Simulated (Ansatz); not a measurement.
Wanted: the native input for an Ansatz 0.2.0 run.

| Property | Result |
| --- | --- |
| Task | band structure |
| Functional | PBE0 |
| Potentials or basis | Ansatz PAW |
| Cutoff | 420 eV (not typed: the program's choice for these potentials) |
| k mesh | 6 × 6 × 6 |
| Occupations | fermi-dirac, width 0.05 eV |
| Spin | no spin polarisation |
| Path | [["G", "X", "W", "K", "G", "L", "U", "W", "L", "K"], ["U", "X"]] |
| Points for each segment of the path | 4 |

Crystal: BaS.

```
Ba S
1.0
     0.00000    3.19375    3.19375
     3.19375    0.00000    3.19375
     3.19375    3.19375    0.00000
Ba S
1 1
Direct
  0.00000 0.00000 0.00000
  0.50000 0.50000 0.50000
```

One way to write it, as run:

input

```
crystal:
  lattice:
    - [0.0, 3.19375, 3.19375]
    - [3.19375, 0.0, 3.19375]
    - [3.19375, 3.19375, 0.0]
  atoms:
    - { symbol: Ba, position: [0.0, 0.0, 0.0] }
    - { symbol: S, position: [0.5, 0.5, 0.5] }
hamiltonian:
  xc: pbe0
  pseudopotentials: { kind: paw }
kpoints:
  mp_grid: { grid: [6, 6, 6] }
  band_path:
    path:
      - [[0.0, 0.0, 0.0], [0.5, 0.0, 0.5], [0.5, 0.25, 0.75], [0.375, 0.375, 0.75], [0.0, 0.0, 0.0], [0.5, 0.5, 0.5], [0.625, 0.25, 0.625], [0.5, 0.25, 0.75], [0.5, 0.5, 0.5], [0.375, 0.375, 0.75]]
      - [[0.625, 0.25, 0.625], [0.5, 0.0, 0.5]]
    npoints: 4
scf:
  occupations: { method: fermi_dirac, width: 0.05 }
  n_extra_bands: 6
output:
  forces: true
  stress: true
  eigenvalues: true
  fatbands: false
```

It gave:

```yaml
Pressure: 0.4 GPa
Band_gap_on_the_k_mesh: 3.80 eV, indirect (least direct gap 3.94 eV)
Band_gap_along_the_path: 3.80 eV, indirect (least direct gap 3.94 eV)
```

Caveat: spin-orbit coupling is left out, which moves the levels of the heavy elements; the PAW data sets come from PBE, with cores solved anew for the run's functional, which leaves a small shift of forces and pressure; the thresholds are loose for stress.

Run time: 61 s on 1 × NVIDIA H100 80GB HBM3 with 2 threads of AMD EPYC 7R13 Processor (Zen 3), on a shared host, peak memory 2.7 GiB.
